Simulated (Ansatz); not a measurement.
Method: DFT PBE, scalar-relativistic, plane waves, PAW in Ansatz 0.2.0. Settings: cutoff 420 eV, Γ-centred meshes spaced at most about 0.3 Å⁻¹ (2π included), Gaussian smearing. No spin polarisation in the final relaxations.

Temperature and zero-point effects are left out. All come from trial cells, and lower structures may exist.

**Question.** These unrelaxed guesses for LiCl are each relaxed within their symmetry. Order them by the energy at which they end, lowest first.
A.

```xyz
8
Lattice="4.2293 0.0000 0.0000 0.0000 3.0052 0.0000 -1.2699 0.0000 7.1983" Properties=species:S:1:pos:R:3 pbc="T T T"
Li   -0.1711    1.9820    6.3861
Li    2.4955    0.4795    4.4113
Li    3.1304    1.0231    0.8122
Li    0.4639    2.5257    2.7870
Cl    0.3808    1.0231    4.4113
Cl    1.9436    2.5257    6.3861
Cl    2.5785    1.9820    2.7870
Cl    1.0158    0.4795    0.8122
```

B.

```xyz
6
Lattice="6.3672 0.0000 0.0000 0.0000 3.6322 0.0000 -3.1836 0.0000 5.5142" Properties=species:S:1:pos:R:3 pbc="T T T"
Li    1.0343    0.0000    3.0790
Li   -1.0343    0.0000    3.0790
Li    2.1493    1.8161    2.4352
Cl    4.2179    1.8161    2.4352
Cl    0.0000    0.0000    4.8704
Cl    3.1836    1.8161    0.6437
```

**Answer.** A (ends in Fm-3m, rock salt type, 0 meV/atom), B (ends in Pm, 36 meV/atom).

The part of the Crystallography Open Database at hand lists LiCl in space group No. 225; sharing a group (Fm-3m) doesn't make a cell the listed structure. Some types were kept out of the candidates beforehand, so the set may lack a known form.
